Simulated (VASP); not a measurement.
Set up this calculation in VASP 6.6.1, as the native input.

```yaml
Task: relaxation of cell and atoms
Functional: PBE
Potentials_or_basis: VASP PAW PBE potentials, release 64 (Al, N)
Cutoff: 600 eV
k_mesh: 8 × 5 × 5
Occupations: gaussian, width 0.02 eV
Spin: no spin polarisation
Further_INCAR_settings: ALGO = Fast; EDIFF = 1e-06; IBRION = 2; EDIFFG = -0.01; NSW = 40; ISIF = 3
```

The structure of AlN lies in POSCAR:

```
AlN
1.0
    3.1943307161      0.0000000000      0.0000000000
    0.0000000000      5.1748157601      0.0000000000
    0.0000000000      0.0000000000      5.2459912147
Al N
4 4
Direct
    0.0000000000      0.0000000000      0.3333333333
    0.5000000000      0.0000000000      0.8333333333
    0.5000000000      0.5000000000      0.1666666667
    0.0000000000      0.5000000000      0.6666666667
    0.0000000000      0.6220000000      0.3333333333
    0.5000000000      0.6220000000      0.8333333333
    0.5000000000      0.1220000000      0.1666666667
    0.0000000000      0.1220000000      0.6666666667
```

The cell was built by a generator and isn't the measured one.

One way to write it, as run:

INCAR

```
SYSTEM = AlN
PREC     = Accurate       ! precision mode
ENCUT    = 600            ! plane-wave cutoff, eV
EDIFF    = 1E-6           ! SCF threshold, eV
ISMEAR   = 0              ! smearing method
SIGMA    = 0.02           ! smearing width, eV
LREAL    = .FALSE.        ! projectors in reciprocal space
LASPH    = .TRUE.         ! aspherical terms in the spheres
NELM     = 100            ! most SCF steps
ALGO     = Fast           ! electronic algorithm
ISIF     = 3              ! what is computed and relaxed
LWAVE    = .FALSE.        ! write WAVECAR
LCHARG   = .FALSE.        ! write CHGCAR
GGA      = PE             ! functional
IBRION   = 2              ! ionic algorithm
NSW      = 40             ! ionic steps
EDIFFG   = -0.01          ! ionic threshold
LATTICE_CONSTRAINTS= .FALSE. .FALSE. .TRUE.
KPAR     = 8
```

KPOINTS

```
regular mesh
0
G
  8 5 5
  0 0 0
```

Potentials or basis: VASP PAW PBE potentials, release 64 (Al, N).

Launch:

```bash
$ cat potpaw_PBE.64/Al/POTCAR potpaw_PBE.64/N/POTCAR > POTCAR
$ mpirun -np 8 vasp_std > vasp.out
```

Results of the run:

```json
{
  "Relaxed volume": "11.03 Å³/atom",
  "Relaxed cell": "a = 3.194 Å, b = 5.175 Å, c = 5.340 Å, α = 90.00°, β = 90.00°, γ = 90.00°",
  "Space group after relaxing (to 0.05 Å)": "Cmc2_1 (No. 36)",
  "Energy gained by relaxing": "8.8 meV/atom",
  "Ionic steps": "10",
  "Pressure after relaxing": "-6.6 GPa",
  "Largest force after relaxing": "0.006 eV/Å",
  "Band gap on the k mesh": "3.70 eV"
}
```

Wall time 71 s on 8 MPI ranks on Intel(R) Xeon(R) Platinum 8559C (Emerald Rapids), on a shared host, peak memory 0.28 GiB a rank.
